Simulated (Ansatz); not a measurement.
TaN: opening a crack plane

TaN, Fm-3m, a = 4.417 Å. This isn't the usual stable structure of the compound. Ansatz: PBE, PAW, 420 eV, Γ-centred 22×22×4 mesh on 12 atoms, Gaussian smearing 0.15 eV; no spin polarisation. One cut on (111) per cell of 12 atoms is opened rigidly by x, between planes of Ta and N that stand 1.28 Å apart; y is the energy per area (8.449 Å², 1 eV/Å² = 16.02 J/m²).

| x (Å) | y (J/m²) |
| --- | --- |
| 0.00 | 0.000 |
| 0.50 | ? |
| 1.00 | 3.137 |
| 2.00 | 4.823 |
| 3.00 | 5.158 |
| 6.00 | 5.289 |

Fit the universal binding curve y = W[1 − (1 + x/l) e^(−x/l)] to the other rows, give the peak stress, and predict the missing value.

Least squares gives W = 5.28 J/m² and l = 0.498 Å. The stress dy/dx peaks at x = l with W/(e l) = 39.0 GPa, for rigid faces. The last row already stands above W and still climbs, so W understates the work of separation. At x = 0.50: x/l = 1.004, y = 1.403 J/m². The run gave 1.271 J/m², so the fit is 0.132 J/m² too high, 2.5 % of the span of the series, against an rms of 0.020 J/m² on the fitted rows. One length l has to serve both the bottom of the well and the tail, and here they ask for different ones.

Spin–orbit coupling is left out, which can shift energies with elements as heavy as these.

Cost: 6 runs of about 28 core-minutes in all, on Intel Xeon Processor @ 2.50GHz (Skylake/Cascade Lake) (shared hosts).